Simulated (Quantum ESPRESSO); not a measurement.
# Moving the choice of potentials or basis in GaN

The structure is cubic, space group F-43m (No. 216). Conventional cell: a = 4.507 Å, b = 4.507 Å, c = 4.507 Å, α = 90.00°, β = 90.00°, γ = 90.00°. Ga (site symmetry -43m) is surrounded by 4 N at 1.95 Å. N (site symmetry -43m) is surrounded by 4 Ga at 1.95 Å.

Kept alike: task band structure; functional PBE; k mesh 10 × 10 × 10; occupations fermi-dirac, width 0.05 eV; no spin polarisation. Program: Quantum ESPRESSO. Cutoffs run from 680 to 1551 eV. The mesh is that of the run's cell of 2 atoms. No spin-orbit coupling.

```csv
choice of potentials or basis,band gap (eV),pressure (GPa)
Ansatz NC SR PBE,1.738,5.31
GBRV 1.5 PBE,1.742,5.34
JTH 2.0 PBE,1.718,4.66
PseudoDojo 0.4 SR PBE stringent,1.753,4.71
PseudoDojo 0.4.1 SR PBE standard,1.759,5.18
PseudoDojo 0.5 SR PBE standard,1.759,5.18
PseudoDojo 0.5 SR PBE stringent,1.753,4.71
SG15 PBE 1.2,1.780,5.40
SPMS 1.0 PBE,1.765,5.54
```

Pressure is positive in compression; the values hold the error of the finite cutoff, so their zero can differ a little from the energy's minimum. Gaps are the smaller of the mesh's and the band path's.

What does the choice of potentials or basis change here?

The band gap runs from 1.718 (JTH 2.0 PBE) to 1.780 eV (SG15 PBE 1.2). Measured: 3.299 eV (a printed reference work). Semilocal gaps run low as a rule. The gap moves here only through the cell or the potentials. The pressure runs from 4.66 (JTH 2.0 PBE) to 5.54 GPa (SPMS 1.0 PBE).
